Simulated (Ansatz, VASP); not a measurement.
## Two plane-wave programs on GaAs

```
Ga As
1.0
     0.00000    2.82915    2.82915
     2.82915    0.00000    2.82915
     2.82915    2.82915    0.00000
Ga As
1 1
Cartesian
  0.0000 0.0000 0.0000
  1.4146 1.4146 1.4146
```

Alike in both runs: functional PBEsol; k mesh 12 × 12 × 12; occupations gaussian, width 0.02 eV; no spin polarisation.

Ansatz relaxed the structure, and its values are those at the end. VASP's run is a single point on that final structure, the one shown.

|  | VASP | Ansatz |
| --- | --- | --- |
| version | VASP 6.6.1 | Ansatz 0.2.0 |
| potentials or method | VASP PAW PBE potentials, release 64 (Ga_d, As) | scalar-relativistic, plane waves, PAW |
| plane-wave cutoff (eV) | 520 | 420 |
| valence electrons in the cell | 18 | 28 |

Ansatz gave:

```
gap on the k mesh at the Fermi level (eV) : 0.42
least direct gap on the mesh (eV)         : 0.42
pressure (GPa)                            : 0.0
```

Q: What did VASP give for the same quantities?

A: gap on the k mesh at the Fermi level (eV): 0.44; least direct gap on the mesh (eV): 0.44; pressure (GPa): 0.2.

The two sets of potentials don't hold the same shells in valence.

Caveats: the PAW data sets were made with another functional, which shifts forces and pressure a little (VASP). A k mesh can miss the band edges.
